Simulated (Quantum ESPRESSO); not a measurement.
The system is Bi.

```
CELL_PARAMETERS angstrom
3.48860 -3.13258 0.00000
3.48860 3.13258 0.00000
-1.26023 0.00000 3.11355
ATOMIC_POSITIONS crystal
Bi 0.75306 0.75306 0.85738
Bi 0.24694 0.24694 0.14262
```

This isn't the form of Bi at room conditions, which is rhombohedral.

Base run:

| Item | Value |
| --- | --- |
| Program | Quantum ESPRESSO 7.5 |
| Functional | PBEsol |
| Potentials or basis | PseudoDojo 0.4.1 SR PBEsol standard |
| Cutoff | 898 eV |
| Density cutoff | 3592 eV |
| k mesh | 6 × 6 × 9 |
| Occupations | fermi-dirac, width 0.05 eV |
| Spin | no spin polarisation |

Its results: band gap on the k mesh none (metal or under the smearing width); pressure -2.5 GPa; largest force 0.052 eV/Å.

Question: The run is repeated on the same cell with these changes: potentials or basis from PseudoDojo 0.4.1 SR PBEsol standard to PseudoDojo 0.4 FR PBEsol standard; spin from no spin polarisation to spin-orbit coupling, no magnetisation. What comes out?

Answer: Band gap on the k mesh none (metal or under the smearing width); pressure -1.2 GPa; largest force 0.018 eV/Å.

Caveats: some levels on the path didn't converge (some runs); spin-orbit coupling is left out, which moves the levels of the heavy elements (some runs).

Not every run made on this cell is shown here.
